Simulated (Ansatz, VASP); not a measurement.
**One calculation of BaTiO3, two programs**

Contents of INCAR:

```
SYSTEM = BaTiO3
PREC = Accurate ; ENCUT = 520
EDIFF = 1E-6 ; ISMEAR = -1
SIGMA = 0.02 ; LREAL = .FALSE.
LASPH = .TRUE. ; NELM = 60
ALGO = Normal ; ISIF = 2
LWAVE = .FALSE. ; LCHARG = .FALSE.
GGA = PE ; NBANDS = 28
```

File KPOINTS:

```
Automatic mesh
0
G
  6 6 6
  0 0 0
```

File POSCAR:

```
BaTiO3
1.0
    3.9723652526      0.0000000000      0.0000000000
    0.0000000000      3.9723652526      0.0000000000
    0.0000000000      0.0000000000      4.1122285626
Ba Ti O
1 1 3
Direct
    0.0000000000      0.0000000000     -0.0043576161
    0.5000000000      0.5000000000      0.4775258081
    0.5000000000      0.5000000000      0.0345450385
    0.5000000000      0.0000000000      0.5176433848
    0.0000000000      0.5000000000      0.5176433848
```

Input for Ansatz:

```yaml
crystal:
  lattice:
    - [3.9723652526, 0.0, 0.0]
    - [0.0, 3.9723652526, 0.0]
    - [0.0, 0.0, 4.1122285626]
  atoms:
    - { symbol: Ba, position: [0.0, 0.0, -0.0043576161] }
    - { symbol: Ti, position: [0.5, 0.5, 0.4775258081] }
    - { symbol: O, position: [0.5, 0.5, 0.0345450385] }
    - { symbol: O, position: [0.5, 0.0, 0.5176433848] }
    - { symbol: O, position: [0.0, 0.5, 0.5176433848] }
kpoints:
  mp_grid: { grid: [6, 6, 6] }
  band_path:
    path:
      - [0.0, 0.0, 0.0]
      - [0.0, 0.5, 0.0]
      - [0.5, 0.5, 0.0]
      - [0.0, 0.0, 0.5]
      - [0.0, 0.5, 0.5]
      - [0.5, 0.5, 0.5]
      - [-0.5, -0.5, 0.479167]
    npoints: 1
hamiltonian:
  xc: pbe
scf:
  occupations: { method: fermi_dirac, width: 0.02 }
  n_extra_bands: 5
output:
  forces: true
  stress: true
  eigenvalues: true
```

Alike in both runs: task single point; functional PBE; k mesh 6 × 6 × 6; occupations fermi-dirac, width 0.02 eV; no spin polarisation.

```csv
,VASP,Ansatz
version,VASP 6.6.1,Ansatz 0.2.0
potentials or method,"VASP PAW PBE potentials, release 64 (Ba_sv, Ti_sv, O)","plane waves, PAW"
plane-wave cutoff (eV),520,420
valence electrons in the cell,40,40
```

```csv
,VASP,Ansatz,Ansatz less VASP
gap on the k mesh at the Fermi level (eV),1.81,1.87,+0.061
pressure (GPa),4.9,3.2,-1.73
largest component of the traceless stress (GPa),0.13,0.10,-0.031
rms of the force components (eV/Å),0.063,0.039,-0.0233
```

Atom by atom the forces differ by 0.029 eV/Å (rms over components). With one functional, cell and mesh, what is left measures potentials, basis and numerics.

Caveats: spin-orbit coupling is left out, which moves the levels of the heavy elements. A k mesh can miss the band edges.
